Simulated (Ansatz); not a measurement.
**How far to go with shifted k-point meshes: GeTe (R3m, 2 atoms in the cell)**

```
CELL_PARAMETERS angstrom
      2.10078     1.21288     3.69006
     -2.10078     1.21288     3.69006
      0.00000    -2.42577     3.69006
ATOMIC_POSITIONS crystal
  Ge 0.99675 0.99675 0.99675
  Te 0.52878 0.52878 0.52878
```

Method: PBE (plane waves, PAW; Ansatz, a quantum-chemistry and plane-wave program).

Base settings: basis.ecutwfc = 30.9 Ry; kpoints.mp_grid.grid = 7 7 7; hamiltonian.xc = pbe; hamiltonian.pseudopotentials = {kind: paw} (the program's default PAW files); scf.occupations.method = fixed.

In this ladder: kpoints.mp_grid.shift = 0.5 0.5 0.5.

Shifted meshes do not hold Γ, so a gap read on them misses any band edge there.

Only quantities that move along the ladder and can be compared are tabulated.

The count of work is k-points × plane waves × bands × iterations; it is no time. 

The starting cell comes from a database of computed structures (which also holds hypothetical and non-ambient phases and stackings), without a prior relaxation at this level. Its lattice was rescaled by up to half a per cent. One atom was moved a little off its site on purpose. Spin-orbit coupling is off. Ansatz's pressure includes its estimate of the finite-basis (Pulay) stress.

| kpoints.mp_grid.grid | free energy less the last step's (meV/atom) | pressure (GPa) | largest difference of a force vector from the last step's (eV/Å) | gap on the mesh (eV) | count of work / last |
|---|---|---|---|---|---|
| 2 2 2 | -165.66 | 0.35 | 0.109 | 2.709 | 0.0026 |
| 3 3 3 | 9.73 | 0.13 | 0.521 | 1.145 | 0.0067 |
| 4 4 4 | -17.18 | 0.10 | 0.189 | 0.981 | 0.011 |
| 5 5 5 | -13.33 | -0.05 | 0.104 | 1.084 | 0.021 |
| 6 6 6 | -7.18 | -0.02 | 0.043 | 0.778 | 0.031 |
| 7 7 7 | -3.55 | 0.05 | 0.030 | 0.724 | 0.049 |
| 8 8 8 | -2.63 | 0.04 | 0.009 | 0.724 | 0.067 |
| 9 9 9 | -1.34 | 0.06 | 0.005 | 0.671 | 0.095 |
| 10 10 10 | -0.88 | 0.07 | 0.001 | 0.625 | 0.12 |
| 11 11 11 | -0.52 | 0.07 | 0.000 | 0.666 | 0.16 |
| 12 12 12 | -0.31 | 0.08 | 0.001 | 0.545 | 0.20 |
| 14 14 14 | -0.11 | 0.09 | 0.001 | 0.550 | 0.31 |
| 15 15 15 | -0.06 | 0.09 | 0.001 | 0.575 | 0.39 |
| 17 17 17 | -0.02 | 0.09 | 0.000 | 0.553 | 0.55 |
| 19 19 19 | 0.00 | 0.09 | 0.000 | 0.561 | 0.75 |
| 21 21 21 | 0.00 | 0.09 | 0.000 | 0.558 | 1.0 |

Coarsest kpoints.mp_grid.grid that holds the free energy within 5 meV/atom of the last step, with all finer ones: 7 7 7, at 0.049 of the last step's count of work; the step before is off by 7.2 meV/atom.

Coarsest kpoints.mp_grid.grid that holds the forces within 0.02 eV/Å of the last step, with all finer ones: 8 8 8, at 0.067 of the last step's count of work; the step before is off by 0.030 eV/Å.

The gap on the mesh jumps up and down from mesh to mesh; it is no smooth measure of convergence.

Keys are those of Ansatz 0.2.
